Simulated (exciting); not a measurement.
# Nb (Im-3m) in exciting: a series of runs

One crystal, Nb, is run at these levels: PBE; tasks: single point.

All numbers are computed with exciting (release sodium); they aren't measurements. Logs are shortened: lines on timing, memory, paths and dates and some standing lists are left out, and cuts for length are marked.

## (1) The crystal as given

The structure is cubic, space group Im-3m (No. 229). Conventional cell: a = 3.328 Å, b = 3.328 Å, c = 3.328 Å, α = 90.00°, β = 90.00°, γ = 90.00°. Around Nb (site symmetry m-3m) lie 8 Nb at 2.88 Å.

## (2) Single point, PBE

File input.xml:

```xml
<input>
  <title>Nb</title>
  <structure speciespath="./" tshift="false">
    <crystal scale="1">
      <basevect>-3.144409785071 3.144409785071 3.144409785071</basevect>
      <basevect>3.144409785071 -3.144409785071 3.144409785071</basevect>
      <basevect>3.144409785071 3.144409785071 -3.144409785071</basevect>
    </crystal>
    <species speciesfile="Nb.xml" rmt="2.3">
      <atom coord="0.000000000000 0.000000000000 0.000000000000"/>
    </species>
  </structure>
  <groundstate do="fromscratch" ngridk="11 11 11" rgkmax="9" gmaxvr="14" lmaxapw="10" lmaxmat="10" lmaxvr="8" xctype="GGA_PBE" stype="Gaussian" swidth="0.00040424" nempty="12" ValenceRelativity="iora*" epsengy="1e-05" epspot="1e-05" maxscl="60" tforce="true" outputlevel="normal"/>
</input>
```

Potentials or basis: all-electron LAPW+lo, shipped species files, valence relativity iora*.

Launch:

```
> OMP_NUM_THREADS=1 exciting_smp
```

INFO.OUT:

```text
================================================================================
EXCITING SODIUM started
[... 10 lines left out ...]

 Lattice vectors (cartesian) :
     -3.1444097851      3.1444097851      3.1444097851
      3.1444097851     -3.1444097851      3.1444097851
      3.1444097851      3.1444097851     -3.1444097851

 Reciprocal lattice vectors (cartesian) :
     -0.0000000000      0.9991040826      0.9991040826
      0.9991040826     -0.0000000000      0.9991040826
      0.9991040826      0.9991040826     -0.0000000000

 Unit cell volume                           :     124.3590536786
 Brillouin zone volume                      :       1.9946293101

 Species :    1 (Nb)
     parameters loaded from                 :    Nb.xml
     name                                   :    niobium
     nuclear charge                         :     -41.00000000
     electronic charge                      :      41.00000000
     atomic mass                            :  169357.97030000
     muffin-tin radius                      :       2.30000000
     # of radial points in muffin-tin       :     400

     atomic positions (lattice) :
       1 :   0.00000000  0.00000000  0.00000000

 Total number of atoms per unit cell        :       1

 Spin treatment                             :    spin-unpolarised

 Number of Bravais lattice symmetries       :      48
 Number of crystal symmetries               :      48

 k-point grid                               :      11   11   11
 Total number of k-points                   :      56
 k-point set is reduced with crystal symmetries

 R^MT_min * |G+k|_max (rgkmax)              :       9.00000000
 Species with R^MT_min                      :       1 (Nb)
 Maximum |G+k| for APW functions            :       3.91304348
 Maximum |G| for potential and density      :      14.00000000

 G-vector grid sizes                        :      25    25    25
 Total number of G-vectors                  :    5775

 Maximum angular momentum used for
     APW functions                          :      10
     computing H and O matrix elements      :      10
     potential and density                  :       8
     inner part of muffin-tin               :       2

 Total nuclear charge                       :     -41.00000000
 Total electronic charge                    :      41.00000000
 Total core charge                          :      28.00000000
 Total valence charge                       :      13.00000000

 Number of empty states                     :      12
 Total number of valence states             :      19

 Maximum Hamiltonian size                   :     153
 Maximum number of plane-waves              :     140
 Total number of local-orbitals             :      13

 Exchange-correlation type                  :      20
     Perdew-Burke-Ernzerhof, Phys. Rev. Lett. 77, 3865 (1996)
     Generalised gradient approximation (GGA)

 Smearing scheme                            :    Gaussian
 Smearing width                             :       0.00040424

 Using multisecant Broyden potential mixing
[... 16 lines left out ...]
+ SCF iteration number :    1                                                  +
++++++++++++++++++++++++++++++++++++++++++++++++++++++++++++++++++++++++++++++++
 Total energy                               :     -3814.13859613
 _______________________________________________________________
 Fermi energy                               :         0.44662880
 Kinetic energy                             :      3958.31523681
 Coulomb energy                             :     -7653.53183647
 Exchange energy                            :      -116.79160916
 Correlation energy                         :        -2.13038732
[... 260 lines left out ...]
 RMS change in effective potential (target) :  0.160215E-07  ( 0.100000E-04)
 Absolute change in total energy   (target) :  0.569004E-05  ( 0.100000E-04)
 Charge distance                   (target) :  0.175005E-07  ( 0.100000E-04)
 Abs. change in max-nonIBS-force   (target) :   0.00000      ( 0.500000E-04)

++++++++++++++++++++++++++++++++++++++++++++++++++++++++++++++++++++++++++++++++
| Convergency criteria checked for the last 2 iterations                       +
| Convergence targets achieved. Performing final SCF iteration                 +
++++++++++++++++++++++++++++++++++++++++++++++++++++++++++++++++++++++++++++++++
 Total energy                               :     -3820.47364972
 _______________________________________________________________
 Fermi energy                               :         0.43295144
 Kinetic energy                             :      3954.08579210
 Coulomb energy                             :     -7655.47870791
 Exchange energy                            :      -116.95134144
 Correlation energy                         :        -2.12939246

 DOS at Fermi energy (states/Ha/cell)       :        81.97677139

 Electron charges :
     core                                   :        28.00000000
     core leakage                           :         0.00000901
     valence                                :        13.00000000
     interstitial                           :         2.60491997
     charge in muffin-tin spheres :
                  atom     1    Nb          :        38.39508003
     total charge in muffin-tins            :        38.39508003
     total charge                           :        41.00000000

++++++++++++++++++++++++++++++++++++++++++++++++++++++++++++++++++++++++++++++++
+ Self-consistent loop stopped                                                 +
++++++++++++++++++++++++++++++++++++++++++++++++++++++++++++++++++++++++++++++++
 STATE.OUT is written

--------------------------------------------------------------------------------
- Writing atomic positions and forces                                          -
--------------------------------------------------------------------------------

 Atomic positions (lattice) :
 atom     1  Nb  :     0.00000000    0.00000000    0.00000000

 Total atomic forces including IBS (cartesian) :
 atom     1  Nb  :     0.00000000    0.00000000    0.00000000

 Atomic force components including IBS (cartesian) :
 atom     1  Nb  :     0.00000000    0.00000000    0.00000000   HF force
                 :     0.00000000    0.00000000    0.00000000   core correction
                 :     0.00000000    0.00000000    0.00000000   IBS correction

********************************************************************************
* Groundstate module stopped                                                   *
********************************************************************************

--------------------------------------------------------------------------------
- CAUTION! Warnings have been written in file WARNING.OUT !                    -
--------------------------------------------------------------------------------
================================================================================
| EXCITING SODIUM stopped                                                      =
================================================================================
```

Wall time 16 s (1 thread of Arm Neoverse V2, shared host); peak memory 0.1 GiB.

What came out:

```yaml
Free_energy: -103960.3843 eV
Band_gap_on_the_k_mesh: none (metal or under the smearing width)
All_electrons_inside_the_program's_atomic_spheres: Nb 38.40 (radii Nb 2.3 bohr)
```

## (3) Single point, PBE

File input.xml:

```xml
<input>
  <title>Nb</title>
  <structure speciespath="./" tshift="false">
    <crystal scale="1">
      <basevect>-3.144409785071 3.144409785071 3.144409785071</basevect>
      <basevect>3.144409785071 -3.144409785071 3.144409785071</basevect>
      <basevect>3.144409785071 3.144409785071 -3.144409785071</basevect>
    </crystal>
    <species speciesfile="Nb.xml" rmt="2.3">
      <atom coord="0.000000000000 0.000000000000 0.000000000000"/>
    </species>
  </structure>
  <groundstate do="fromscratch" ngridk="11 11 11" rgkmax="9" gmaxvr="14" lmaxapw="10" lmaxmat="10" lmaxvr="8" xctype="GGA_PBE" stype="Gaussian" swidth="0.00044099" nempty="12" ValenceRelativity="iora*" epsengy="1e-05" epspot="1e-05" maxscl="60" tforce="true" outputlevel="high"/>
  <properties>
    <chargedensityplot>
      <plot3d>
        <box grid="15 15 15">
          <origin coord="0 0 0"/>
          <point coord="1 0 0"/>
          <point coord="0 1 0"/>
          <point coord="0 0 1"/>
        </box>
      </plot3d>
    </chargedensityplot>
    <elfplot>
      <plot3d>
        <box grid="15 15 15">
          <origin coord="0 0 0"/>
          <point coord="1 0 0"/>
          <point coord="0 1 0"/>
          <point coord="0 0 1"/>
        </box>
      </plot3d>
    </elfplot>
    <exccplot>
      <plot3d>
        <box grid="15 15 15">
          <origin coord="0 0 0"/>
          <point coord="1 0 0"/>
          <point coord="0 1 0"/>
          <point coord="0 0 1"/>
        </box>
      </plot3d>
    </exccplot>
  </properties>
</input>
```

Potentials or basis: all-electron LAPW+lo, shipped species files, valence relativity iora*.

Launch:

```
> OMP_NUM_THREADS=1 exciting_smp
```

It took 24 s on 1 thread of Arm Neoverse V2, shared host; peak memory 0.1 GiB.

Results (log left out):

```
Free energy                                       : -103960.3843 eV
Band gap on the k mesh                            : none (metal or under the smearing width)
All electrons inside the program's atomic spheres : Nb 38.40 (radii Nb 2.3 bohr)
```

Levels at points of the mesh, in eV from the Fermi level:
| k point | band 3 | band 4 | band 5 | band 6 | band 7 | band 8 | band 9 | band 10 |
| --- | --- | --- | --- | --- | --- | --- | --- | --- |
| (0.00, 0.00, 0.00) | -29.68 | -29.68 | -5.79 | 0.43 | 0.43 | 0.43 | 3.27 | 3.27 |

## (4) Single point, PBE

File input.xml:

```xml
<input>
  <title>Nb</title>
  <structure speciespath="./" tshift="false">
    <crystal scale="1">
      <basevect>-3.144409785071 3.144409785071 3.144409785071</basevect>
      <basevect>3.144409785071 -3.144409785071 3.144409785071</basevect>
      <basevect>3.144409785071 3.144409785071 -3.144409785071</basevect>
    </crystal>
    <species speciesfile="Nb.xml" rmt="2.3">
      <atom coord="0.000000000000 0.000000000000 0.000000000000"/>
    </species>
  </structure>
  <groundstate do="fromscratch" ngridk="11 11 11" rgkmax="9" gmaxvr="14" lmaxapw="10" lmaxmat="10" lmaxvr="8" xctype="GGA_PBE" stype="Gaussian" swidth="0.00047774" nempty="12" ValenceRelativity="iora*" epsengy="1e-05" epspot="1e-05" maxscl="60" tforce="true" outputlevel="normal"/>
</input>
```

Launch:

```
> OMP_NUM_THREADS=1 exciting_smp
```

It took 19 s on 1 thread of Arm Neoverse V2, shared host; peak memory 0.1 GiB.

The run converged. Its results:

| Property | Result |
| --- | --- |
| Free energy | -103960.3844 eV |
| Band gap on the k mesh | none (metal or under the smearing width) |
| All electrons inside the program's atomic spheres | Nb 38.40 (radii Nb 2.3 bohr) |

Levels at points of the mesh, in eV from the Fermi level:
| k point | band 2 | band 3 | band 4 | band 5 | band 6 | band 7 | band 8 | band 9 | band 10 | band 11 |
| --- | --- | --- | --- | --- | --- | --- | --- | --- | --- | --- |
| (0.00, 0.00, 0.00) | -29.68 | -29.68 | -29.68 | -5.79 | 0.43 | 0.43 | 0.43 | 3.27 | 3.27 | 14.17 |

## (5) Single point, PBE

input.xml, as its differences from that of step 4:

```diff
@@ -12,3 +12,3 @@
   </structure>
-  <groundstate do="fromscratch" ngridk="11 11 11" rgkmax="9" gmaxvr="14" lmaxapw="10" lmaxmat="10" lmaxvr="8" xctype="GGA_PBE" stype="Gaussian" swidth="0.00047774" nempty="12" ValenceRelativity="iora*" epsengy="1e-05" epspot="1e-05" maxscl="60" tforce="true" outputlevel="normal"/>
+  <groundstate do="fromscratch" ngridk="11 11 11" rgkmax="9" gmaxvr="14" lmaxapw="10" lmaxmat="10" lmaxvr="8" xctype="GGA_PBE" stype="Gaussian" swidth="0.00051449" nempty="12" ValenceRelativity="iora*" epsengy="1e-05" epspot="1e-05" maxscl="60" tforce="true" outputlevel="normal"/>
 </input>
```

Launch:

```
> OMP_NUM_THREADS=1 exciting_smp
```

It took 16 s on 1 thread of Arm Neoverse V2, shared host; peak memory 0.1 GiB.

It converged, with:

```yaml
Free_energy: -103960.3843 eV
Band_gap_on_the_k_mesh: none (metal or under the smearing width)
All_electrons_inside_the_program's_atomic_spheres: Nb 38.40 (radii Nb 2.3 bohr)
```

Levels at points of the mesh, in eV from the Fermi level:
```tsv
k point	band 4	band 5	band 6	band 7	band 8	band 9
(0.00, 0.00, 0.00)	-29.68	-5.79	0.43	0.43	0.43	3.27
```

## (6) Overview

| smearing | outputlevel | gap on the mesh (eV) |
| --- | --- | --- |
| gaussian 0.011 eV | normal | none |
| gaussian 0.012 eV | high | none |
| gaussian 0.013 eV | normal | none |
| gaussian 0.014 eV | normal | none |

Alike in all rows: task single point; level PBE; potentials or basis all-electron LAPW+lo, shipped species files, valence relativity iora*; no spin polarisation; cell as given; k mesh 11 × 11 × 11; rgkmax 9.

Every run on the cell as given and a fine mesh finds a metal.

Compare energies only between runs with the same functional and basis.
